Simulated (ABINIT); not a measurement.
A run of ABINIT 10.8.3 (patched build) is set up as follows.

File run.abi:

```
# Pseudopotentials
pp_dirpath "./"
pseudos "Pb.GGA_PBE-JTH.xml"

# Structure
acell 3*1.0
rprim
     0.0000000000     6.4987682475     6.4987682475
     6.4987682475     0.0000000000     6.4987682475
     6.4987682475     6.4987682475     0.0000000000
ntypat 1
znucl 82
natom 2
typat 1 1
xcart
     3.2493841237     3.2493841237     3.2493841237
     0.0000000000     0.0000000000     0.0000000000

# Plane-wave basis
ecut 22.0
pawecutdg 44.0
pawxcdev 0

# k points
kptopt 1
ngkpt 7 7 7
nshiftk 1
shiftk 0.0 0.0 0.0

# Exchange and correlation
ixc 11

# Bands and occupations
nband 18
occopt 3
tsmear 0.00183747

# SCF cycle
nstep 100
tolvrs 1.0e-9

# Output
iomode 3
prtwf 0
prteig 0
prtebands 0
enunit 2
prtden 1
prtvha 1
prtvclmb 1
prtpot 1
```

Potentials or basis: JTH PAW PBE v2.0.

Command:

```sh
$ abinit run.abi > log 2>&1
```

**Question.** What does it give for the band gap on the k mesh?

**Answer.** None (metal or under the smearing width).

**Question.** Estimate the pressure.

**Answer.** 2.4 GPa.

The run has no spin-orbit coupling, so splittings on Pb are missing.
